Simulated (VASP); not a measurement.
## Au: relaxation of cell and atoms with PBEsol

The system is Au.

```
Au
1.0
     0.00000    2.04000    2.04000
     2.04000    0.00000    2.04000
     2.04000    2.04000    0.00000
Au
1
Cartesian
  0.0000 0.0000 0.0000
```

The cell was built by a generator and needn't be a form met in nature.

- Program: VASP 6.6.1
- Task: relaxation of cell and atoms
- Functional: PBEsol
- Potentials or basis: VASP PAW PBE potentials, release 64 (Au)
- Cutoff: 600 eV
- k mesh: 18 × 18 × 18
- Occupations: methfessel-paxton, width 0.1 eV
- Spin: no spin polarisation
- Further INCAR settings: ALGO = Normal; EDIFF = 1e-06; IBRION = 2; EDIFFG = -0.005; NSW = 40; ISIF = 3

| Quantity | Value |
| --- | --- |
| Relaxed volume | 17.01 Å³/atom |
| Relaxed cell | a = 2.887 Å, b = 2.887 Å, c = 2.887 Å, α = 60.00°, β = 60.00°, γ = 60.00° |
| Space group after relaxing (to 0.05 Å) | Fm-3m (No. 225) |
| Energy gained by relaxing | 0.0 meV/atom |
| Ionic steps | 3 |
| Pressure after relaxing | 0.0 GPa |
| Band gap on the k mesh | none (metal or under the smearing width) |

Final structure:
```xyz
1
Lattice="0.0000 2.0411 2.0411 2.0411 0.0000 2.0411 2.0411 2.0411 0.0000" Properties=species:S:1:pos:R:3 pbc="T T T"
Au    0.0000    0.0000    0.0000
```

Levels at points of the mesh, in eV from the Fermi level:
```tsv
k point	band 2	band 3	band 4	band 5	band 6	band 7	band 8	band 9
(0.00, 0.00, 0.00)	-4.66	-4.66	-4.66	-3.12	-3.12	14.53	18.54	18.54
(0.50, 0.00, 0.00)	-4.69	-4.69	-1.91	-1.91	-1.00	3.10	13.97	17.14
(0.50, 0.50, 0.00)	-6.73	-1.95	-1.59	-1.59	0.98	5.79	9.99	9.99
```

It took 18 s on 1 thread of Intel(R) Xeon(R) 6975P-C (Granite Rapids), on a shared host, peak memory 0.17 GiB.

Caveat: the PAW data sets were made with another functional, which shifts forces and pressure a little. Spin-orbit coupling is left out, which matters for the levels of Au.
